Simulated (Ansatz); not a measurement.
Input and command of a plane-wave DFT calculation in Ansatz:

```yaml
crystal:
  lattice:
    - [3.4559983565, 0.1943999076, 0.0]
    - [-1.5596439199, 2.8957824184, 0.0]
    - [0.0, 0.0, 5.525]
  atoms:
    - { symbol: Tl, position: [0.3333333333, 0.6666666667, 0.25] }
    - { symbol: Tl, position: [0.6666666667, 0.3333333333, 0.75] }
basis:
  ecutwfc: 420
kpoints:
  mp_grid: { grid: [18, 18, 10] }
hamiltonian:
  xc: pbe
scf:
  occupations: { method: gaussian, width: 0.15 }
output:
  forces: true
  stress: true
  eigenvalues: true
```

```bash
ansatz run input.yaml --threads 1 --pin off --max-ram 2560MiB --backend cpu --events-out ev --progress --plain --runs-dir out
```

Processor: Intel(R) Xeon(R) 6975P-C (Granite Rapids), 1 thread, on a host shared with other jobs.

Estimate time, memory and problem size.

About 17 s on 1 thread of Intel(R) Xeon(R) 6975P-C (Granite Rapids), on a shared host, peak memory 0.96 GiB. It solves 17 bands at 984 k points (the mesh reduced by symmetry) with about 1111 plane waves, in 6 SCF iterations.
